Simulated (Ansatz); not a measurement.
## HfSiO4 (Hafnon): relaxation of cell and atoms with BLYP+D4

HfSiO4 (Hafnon):

```
CELL_PARAMETERS angstrom
-3.28625 3.28625 2.98160
3.28625 -3.28625 2.98160
3.28625 3.28625 -2.98160
ATOMIC_POSITIONS crystal
Hf 0.00000 0.00000 0.00000
Hf 0.75000 0.25000 0.50000
Si 0.50000 0.50000 0.00000
Si 0.25000 0.75000 0.50000
O 0.68020 0.49570 0.81550
O 0.24570 0.93020 0.31550
O 0.68020 0.86470 0.18450
O 0.61470 0.93020 0.68450
O 0.06980 0.38530 0.31550
O 0.50430 0.31980 0.18450
O 0.06980 0.75430 0.68450
O 0.13530 0.31980 0.81550
```

```
Program             : Ansatz 0.2.0
Task                : relaxation of cell and atoms
Functional          : BLYP
Dispersion          : D4
Potentials or basis : Ansatz PAW
Cutoff              : 420 eV (not typed: the program's choice for these potentials)
k mesh              : 6 × 6 × 6
Occupations         : fermi-dirac, width 0.05 eV
Spin                : no spin polarisation
```

| Property | Result |
| --- | --- |
| Relaxed volume | 10.98 Å³/atom |
| Relaxed cell | a = 5.562 Å, b = 5.562 Å, c = 5.562 Å, α = 107.08°, β = 107.08°, γ = 114.36° |
| Space group after relaxing (to 0.05 Å) | I4_1/amd (No. 141) |
| Energy gained by relaxing | 4.7 meV/atom |
| Ionic steps | 8 |
| Pressure after relaxing | 0.0 GPa |
| Band gap on the k mesh | 5.37 eV, indirect (least direct gap 5.71 eV) |

Step by step:
```
step  energy change (eV)  largest force (eV/Å)  volume (Å³)
   1              0.0000                0.1888       128.80
   2             -0.0268                0.3798       131.69
   3             -0.0371                0.0285       131.68
   4             -0.0378                0.0117       131.63
   5             -0.0381                0.0059       131.58
   6             -0.0559                0.0066       131.58
   7             -0.0552                0.0013       131.73
   8             -0.0559                0.0013       131.73
```

Final structure:
```
Hf Si O
1.0
    -3.30515    3.30515    3.01478
     3.30515   -3.30515    3.01478
     3.30515    3.30515   -3.01478
Hf Si O
2 2 8
Direct
  0.00000 0.00000 0.00000
  0.75000 0.25000 0.50000
  0.50000 0.50000 0.00000
  0.25000 0.75000 0.50000
  0.67950 0.49460 0.81510
  0.24460 0.92950 0.31510
  0.67950 0.86441 0.18490
  0.61441 0.92950 0.68490
  0.07050 0.38559 0.31510
  0.50540 0.32050 0.18490
  0.07050 0.75540 0.68490
  0.13559 0.32050 0.81510
```

Levels at points of the mesh, in eV from the valence-band top:
| k point | band 50 | band 51 | band 52 | band 53 | band 54 | band 55 | band 56 | band 57 | band 58 | band 59 |
| --- | --- | --- | --- | --- | --- | --- | --- | --- | --- | --- |
| (0.00, 0.00, 0.00) | -0.71 | -0.57 | -0.57 | -0.53 | 0.00 | 5.71 | 5.96 | 6.13 | 6.13 | 6.23 |
| (0.00, 0.00, -0.50) | -0.95 | -0.89 | -0.89 | -0.57 | -0.57 | 5.38 | 5.38 | 6.42 | 6.42 | 6.42 |
| (0.00, -0.50, 0.00) | -1.10 | -0.88 | -0.79 | -0.27 | -0.19 | 5.60 | 5.75 | 6.45 | 6.60 | 6.72 |
| (-0.50, -0.50, -0.50) | -1.30 | -1.06 | -1.06 | -0.87 | -0.87 | 6.14 | 6.14 | 6.57 | 6.57 | 6.61 |

It took 42 s on 4 threads of Arm Neoverse V1, on a shared host, peak memory 0.66 GiB.

Caveat: the plane-wave basis is chosen anew once the cell has moved, so the energies of steps on either side of that aren't comparable; the pressure holds a Pulay correction of +0.9 GPa for the finite cutoff; spin-orbit coupling is left out, which moves the levels of the heavy elements; the PAW data sets come from PBE, with cores solved anew for the run's functional, which leaves a small shift of forces and pressure. Zero-point motion and thermal expansion aren't in these numbers.
